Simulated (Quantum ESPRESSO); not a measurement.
# BN (F-43m) in Quantum ESPRESSO: single point with PBE

Aim: the single point of BN with PBE.

Everything below comes from runs of Quantum ESPRESSO 7.5. Logs are shortened: lines on timing, memory, paths and dates and some standing lists are left out, and cuts for length are marked.

**What was measured.**

A printed reference work, monograph reports, for a bulk crystal of BN at 300 K: band gap 6.4 eV (indirect).

The results are compared with them further down.

### 1 The crystal as given

The structure is cubic, space group F-43m (No. 216). Conventional cell: a = 3.626 Å, b = 3.626 Å, c = 3.626 Å, α = 90.00°, β = 90.00°, γ = 90.00°. N (site symmetry -43m) is surrounded by 4 B at 1.57 Å. Around B (site symmetry -43m) lie 4 N at 1.57 Å.

The cell is a database's computed one.

### 2 Single point, PBE

Input file pw.in:

```
&CONTROL
  calculation = 'scf'
  prefix = 'pwscf'
  outdir = './tmp'
  pseudo_dir = './pseudo'
  tprnfor = .true.
  tstress = .true.
  disk_io = 'nowf'
/
&SYSTEM
  ibrav = 0
  nat = 2
  ntyp = 2
  ecutwfc = 84
  nbnd = 9
  occupations = 'smearing'
  smearing = 'fd'
  degauss = 0.00367493
/
&ELECTRONS
  conv_thr = 4d-10
  electron_maxstep = 120
  mixing_beta = 0.5
/
ATOMIC_SPECIES
N     14.0070 N.upf
B     10.8100 B.upf
CELL_PARAMETERS angstrom
   0.0000000000    1.8130010000    1.8130010000
   1.8130010000    0.0000000000    1.8130010000
   1.8130010000    1.8130010000    0.0000000000
ATOMIC_POSITIONS crystal
N      0.2500000000    0.2500000000    0.2500000000
B      0.0000000000    0.0000000000    0.0000000000
K_POINTS automatic
8 8 8 0 0 0
```

Potentials or basis: PseudoDojo 0.5 SR PBE stringent.

Command:

```sh
> OMP_NUM_THREADS=2 pw.x -in pw.in > pw.out
```

pw.out:

```text
This program is part of the open-source Quantum ESPRESSO suite
     for quantum simulation of materials; please cite
         "P. Giannozzi et al., J. Phys.:Condens. Matter 21 395502 (2009);
         "P. Giannozzi et al., J. Phys.:Condens. Matter 29 465901 (2017);
         "P. Giannozzi et al., J. Chem. Phys. 152 154105 (2020);
     in publications or presentations arising from this work. More details at

     Message from routine setup:
     using ibrav=0 with symmetry is DISCOURAGED, use correct ibrav instead

     G-vector sticks info
     --------------------
     sticks:   dense  smooth     PW     G-vecs:    dense   smooth      PW
     Sum         547     547    163                 8363     8363    1459

     Using Slab Decomposition

     bravais-lattice index     =            0
     lattice parameter (alat)  =       4.8452  a.u.
     unit-cell volume          =      80.4305 (a.u.)^3
     number of atoms/cell      =            2
     number of atomic types    =            2
     number of electrons       =         8.00
     number of Kohn-Sham states=            9
     kinetic-energy cutoff     =      84.0000  Ry
     charge density cutoff     =     336.0000  Ry
     scf convergence threshold =      4.0E-10
     mixing beta               =       0.5000
     number of iterations used =            8  plain     mixing
     Exchange-correlation= PBE
                           (   1   4   3   4   0   0   0)

     celldm(1)=   4.845202  celldm(2)=   0.000000  celldm(3)=   0.000000
     celldm(4)=   0.000000  celldm(5)=   0.000000  celldm(6)=   0.000000

     crystal axes: (cart. coord. in units of alat)
               a(1) = (   0.000000   0.707107   0.707107 )
               a(2) = (   0.707107   0.000000   0.707107 )
               a(3) = (   0.707107   0.707107   0.000000 )

     reciprocal axes: (cart. coord. in units 2 pi/alat)
               b(1) = ( -0.707107  0.707107  0.707107 )
               b(2) = (  0.707107 -0.707107  0.707107 )
               b(3) = (  0.707107  0.707107 -0.707107 )

     PseudoPot. # 1 for N  read from file:
     N.upf
     Pseudo is Norm-conserving + core correction, Zval =  5.0
     Generated using ONCVPSP code by D. R. Hamann
     Using radial grid of 1058 points,  4 beta functions with:
                l(1) =   0
                l(2) =   0
                l(3) =   1
                l(4) =   1

     PseudoPot. # 2 for B  read from file:
     B.upf
     Pseudo is Norm-conserving + core correction, Zval =  3.0
     Generated using ONCVPSP code by D. R. Hamann
     Using radial grid of 1534 points,  4 beta functions with:
                l(1) =   0
                l(2) =   0
                l(3) =   1
                l(4) =   1

     atomic species   valence    mass     pseudopotential
     N                 5.00    14.00700     N ( 1.00)
     B                 3.00    10.81000     B ( 1.00)

     24 Sym. Ops. (no inversion) found

   Cartesian axes

     site n.     atom                  positions (alat units)
         1        N      tau(   1) = (   0.3535534   0.3535534   0.3535534  )
         2        B      tau(   2) = (   0.0000000   0.0000000   0.0000000  )

     number of k points=    29  Fermi-Dirac smearing, width (Ry)=  0.0037
                       cart. coord. in units 2pi/alat
        k(    1) = (   0.0000000   0.0000000   0.0000000), wk =   0.0039062
        k(    2) = (   0.0883883   0.0883883  -0.0883883), wk =   0.0312500
        k(    3) = (   0.1767767   0.1767767  -0.1767767), wk =   0.0312500
        k(    4) = (   0.2651650   0.2651650  -0.2651650), wk =   0.0312500
        k(    5) = (  -0.3535534  -0.3535534   0.3535534), wk =   0.0156250
        k(    6) = (   0.1767767   0.0000000   0.0000000), wk =   0.0234375
        k(    7) = (   0.2651650   0.0883883  -0.0883883), wk =   0.0937500
        k(    8) = (   0.3535534   0.1767767  -0.1767767), wk =   0.0937500
        k(    9) = (  -0.2651650  -0.4419417   0.4419417), wk =   0.0937500
        k(   10) = (  -0.1767767  -0.3535534   0.3535534), wk =   0.0937500
        k(   11) = (  -0.0883883  -0.2651650   0.2651650), wk =   0.0937500
        k(   12) = (   0.0000000  -0.1767767   0.1767767), wk =   0.0468750
        k(   13) = (   0.3535534   0.0000000   0.0000000), wk =   0.0234375
        k(   14) = (   0.4419417   0.0883883  -0.0883883), wk =   0.0937500
        k(   15) = (  -0.1767767  -0.5303301   0.5303301), wk =   0.0937500
        k(   16) = (  -0.0883883  -0.4419417   0.4419417), wk =   0.0937500
        k(   17) = (   0.0000000  -0.3535534   0.3535534), wk =   0.0468750
        k(   18) = (   0.5303301  -0.0000000   0.0000000), wk =   0.0234375
        k(   19) = (  -0.0883883  -0.6187184   0.6187184), wk =   0.0937500
        k(   20) = (   0.0000000  -0.5303301   0.5303301), wk =   0.0468750
        k(   21) = (  -0.7071068   0.0000000   0.0000000), wk =   0.0117188
        k(   22) = (   0.3535534   0.1767767   0.0000000), wk =   0.0937500
        k(   23) = (  -0.2651650  -0.4419417   0.6187184), wk =   0.1875000
        k(   24) = (  -0.1767767  -0.3535534   0.5303301), wk =   0.0937500
        k(   25) = (  -0.1767767  -0.5303301   0.7071068), wk =   0.0937500
        k(   26) = (  -0.0883883  -0.4419417   0.6187184), wk =   0.1875000
        k(   27) = (   0.0000000  -0.3535534   0.5303301), wk =   0.0937500
        k(   28) = (  -0.7071068   0.1767767  -0.0000000), wk =   0.0468750
        k(   29) = (  -0.7071068   0.3535534   0.0000000), wk =   0.0234375

     Dense  grid:     8363 G-vectors     FFT dimensions: (  30,  30,  30)

     Initial potential from superposition of free atoms

     starting charge       7.9997, renormalised to       8.0000
     Starting wfcs are    8 randomized atomic wfcs +    1 random wfcs

     Self-consistent Calculation

     iteration #  1     ecut=    84.00 Ry     beta= 0.50
     Davidson diagonalization with overlap
     ethr =  1.00E-02,  avg # of iterations =  5.1

     total energy              =     -26.76622200 Ry
     estimated scf accuracy    <       0.21180764 Ry

     iteration #  2     ecut=    84.00 Ry     beta= 0.50
     Davidson diagonalization with overlap
     ethr =  2.65E-03,  avg # of iterations =  1.2

     total energy              =     -26.80370382 Ry
     estimated scf accuracy    <       0.02092735 Ry

     iteration #  3     ecut=    84.00 Ry     beta= 0.50
     Davidson diagonalization with overlap
     ethr =  2.62E-04,  avg # of iterations =  1.1

     total energy              =     -26.80544020 Ry
     estimated scf accuracy    <       0.00335574 Ry

     iteration #  4     ecut=    84.00 Ry     beta= 0.50
     Davidson diagonalization with overlap
     ethr =  4.19E-05,  avg # of iterations =  1.4

     total energy              =     -26.80558264 Ry
     estimated scf accuracy    <       0.00004979 Ry

     iteration #  5     ecut=    84.00 Ry     beta= 0.50
     Davidson diagonalization with overlap
     ethr =  6.22E-07,  avg # of iterations =  3.3

     total energy              =     -26.80559325 Ry
     estimated scf accuracy    <       0.00000706 Ry

     iteration #  6     ecut=    84.00 Ry     beta= 0.50
     Davidson diagonalization with overlap
     ethr =  8.82E-08,  avg # of iterations =  1.0

     total energy              =     -26.80559452 Ry
     estimated scf accuracy    <       0.00000002 Ry

     iteration #  7     ecut=    84.00 Ry     beta= 0.50
     Davidson diagonalization with overlap
     ethr =  1.89E-10,  avg # of iterations =  3.4

     total energy              =     -26.80559454 Ry
     estimated scf accuracy    <       0.00000002 Ry

     iteration #  8     ecut=    84.00 Ry     beta= 0.50
     Davidson diagonalization with overlap
     ethr =  1.89E-10,  avg # of iterations =  1.0

     End of self-consistent calculation

          k = 0.0000 0.0000 0.0000 (  1037 PWs)   bands (ev):

    -9.0967  11.0112  11.0112  11.0112  19.8434  19.8434  19.8434  21.2288
    35.5845

          k = 0.0884 0.0884-0.0884 (  1025 PWs)   bands (ev):

    -8.7207   9.1529  10.6346  10.6346  20.1806  20.4061  20.4061  22.4226
    35.1966

          k = 0.1768 0.1768-0.1768 (  1041 PWs)   bands (ev):

    -7.6292   5.5789   9.8925   9.8925  20.6149  21.3487  21.3487  24.4625
    34.3811

          k = 0.2652 0.2652-0.2652 (  1044 PWs)   bands (ev):

    -6.0190   2.1548   9.2997   9.2997  20.9681  21.7242  21.7242  25.7612
    34.1591

          k =-0.3536-0.3536 0.3536 (  1056 PWs)   bands (ev):

    -4.9176   0.4104   9.0841   9.0841  21.1003  21.7366  21.7366  26.1694
    34.3504

          k = 0.1768 0.0000 0.0000 (  1014 PWs)   bands (ev):

    -8.5958   9.7640   9.9129   9.9129  19.1706  21.3519  21.3519  22.3891
    31.9624

          k = 0.2652 0.0884-0.0884 (  1031 PWs)   bands (ev):

    -7.7430   6.8277   9.0425   9.5803  19.3512  22.1434  22.6095  23.6535
    30.6053

          k = 0.3536 0.1768-0.1768 (  1047 PWs)   bands (ev):

    -6.2849   3.4183   8.5186   8.7543  20.0343  22.5167  23.1180  24.8736
    31.6232

          k =-0.2652-0.4419 0.4419 (  1045 PWs)   bands (ev):

    -4.8231   0.9637   8.0019   8.5137  20.5162  22.4845  22.8663  26.2778
    32.5947

          k =-0.1768-0.3536 0.3536 (  1040 PWs)   bands (ev):

    -5.2186   1.5636   7.6577   9.0083  21.1233  22.2613  22.3791  26.2101
    33.1874

          k =-0.0884-0.2652 0.2652 (  1045 PWs)   bands (ev):

    -6.8227   4.5039   7.8774   9.8277  21.5316  21.6521  21.9446  24.8274
    32.9438

          k = 0.0000-0.1768 0.1768 (  1029 PWs)   bands (ev):

    -8.1054   7.6173   8.8925  10.5726  20.6710  20.7763  21.5076  23.5333
    33.1818

          k = 0.3536 0.0000 0.0000 (  1022 PWs)   bands (ev):

    -7.1481   7.0536   8.0295   8.0295  17.8320  22.5387  24.3943  24.3943
    29.2452

          k = 0.4419 0.0884-0.0884 (  1043 PWs)   bands (ev):

    -5.9315   4.6766   7.1531   7.4101  17.8739  22.4233  25.2654  25.4829
    30.3512

          k =-0.1768-0.5303 0.5303 (  1051 PWs)   bands (ev):

    -4.4786   2.3351   5.9030   7.3877  18.5932  24.0782  25.4129  25.5173
    30.8378

          k =-0.0884-0.4419 0.4419 (  1056 PWs)   bands (ev):

    -4.1671   1.9043   5.0771   7.9593  19.5071  24.5610  24.7459  26.6019
    30.2592

          k = 0.0000-0.3536 0.3536 (  1049 PWs)   bands (ev):

    -5.4677   3.4947   5.4682   8.9348  20.7511  23.1493  23.8054  25.4147
    32.4245

          k = 0.5303-0.0000 0.0000 (  1034 PWs)   bands (ev):

    -5.0251   3.9841   6.6410   6.6410  16.2617  20.8804  27.3747  27.3747
    30.6985

          k =-0.0884-0.6187 0.6187 (  1047 PWs)   bands (ev):

    -3.9105   2.7863   5.3329   6.4806  16.6539  21.3556  27.8168  27.9129
    31.0894

          k = 0.0000-0.5303 0.5303 (  1043 PWs)   bands (ev):

    -3.4814   2.9416   3.4266   6.9686  17.9656  23.8694  26.7359  27.5518
    29.6199

          k =-0.7071 0.0000 0.0000 (  1034 PWs)   bands (ev):

    -3.5629   2.1626   6.1479   6.1479  15.5335  20.2978  28.7771  28.7771
    31.6149

          k = 0.3536 0.1768 0.0000 (  1046 PWs)   bands (ev):

    -6.6995   5.3508   7.1105   9.0062  19.5854  22.8464  23.5578  24.2825
    30.4825

          k =-0.2652-0.4419 0.6187 (  1049 PWs)   bands (ev):

    -5.1969   2.8543   6.2992   8.0899  20.4113  22.3666  24.6553  25.5892
    31.0609

          k =-0.1768-0.3536 0.5303 (  1058 PWs)   bands (ev):

    -4.2224   1.3985   6.2246   7.5935  20.6265  22.1617  25.2883  26.6760
    30.4584

          k =-0.1768-0.5303 0.7071 (  1051 PWs)   bands (ev):

    -4.6974   3.5633   5.7828   6.5307  18.1946  22.3742  25.3160  27.4099
    30.7078

          k =-0.0884-0.4419 0.6187 (  1050 PWs)   bands (ev):

    -3.6457   2.6573   4.4915   6.1803  19.3613  23.9170  25.0650  27.5712
    29.7337

          k = 0.0000-0.3536 0.5303 (  1054 PWs)   bands (ev):

    -3.9596   2.7969   4.2369   6.9364  20.3960  23.1430  25.5448  27.3785
    29.1789

          k =-0.7071 0.1768-0.0000 (  1046 PWs)   bands (ev):

    -3.4172   2.5767   5.2975   5.3541  17.5675  21.9404  27.1322  28.3034
    30.8051

          k =-0.7071 0.3536 0.0000 (  1048 PWs)   bands (ev):

    -3.2585   3.4716   4.1197   4.5738  20.6167  24.2457  25.5568  25.5600
    30.1734

     the Fermi energy is    13.2439 ev

!    total energy              =     -26.80559454 Ry
     estimated scf accuracy    <          1.9E-10 Ry
     smearing contrib. (-TS)   =       0.00000000 Ry
     internal energy E=F+TS    =     -26.80559454 Ry

     The total energy is F=E-TS. E is the sum of the following terms:
     one-electron contribution =       4.58463302 Ry
     hartree contribution      =       3.60113170 Ry
     xc contribution           =      -8.73049645 Ry
     ewald contribution        =     -26.26086280 Ry

     convergence has been achieved in   8 iterations

     Forces acting on atoms (cartesian axes, Ry/au):

     atom    1 type  1   force =     0.00000000    0.00000000    0.00000000
     atom    2 type  2   force =     0.00000000    0.00000000    0.00000000

     Total force =     0.000000     Total SCF correction =     0.000000

     Computing stress (Cartesian axis) and pressure

          total   stress  (Ry/bohr**3)                   (kbar)     P=       -7.92
  -0.00005381   0.00000000   0.00000000           -7.92        0.00        0.00
   0.00000000  -0.00005381   0.00000000            0.00       -7.92        0.00
   0.00000000   0.00000000  -0.00005381            0.00        0.00       -7.92

=------------------------------------------------------------------------------=
   JOB DONE.
=------------------------------------------------------------------------------=
```

Wall time 11 s (2 threads of Arm Neoverse N1, shared host); peak memory 0.05 GiB.

Results:

| Property | Result |
| --- | --- |
| Free energy | -364.7087 eV |
| Pressure | -0.8 GPa |
| Band gap on the k mesh | 4.52 eV, indirect (least direct gap 8.83 eV) |

### 3 How close it comes

Step 2. Measured gap of BN: 6.4 eV (indirect; 300 K; a printed reference work, monograph). This calculation gives 4.52 eV (-1.88 eV). The value is that of PBE on a finite k mesh, which can miss the band edges, without temperature or zero-point motion. Semilocal functionals fall short of measured gaps as a rule. The cell is a database's relaxed one, not the measured one, which moves gaps too.
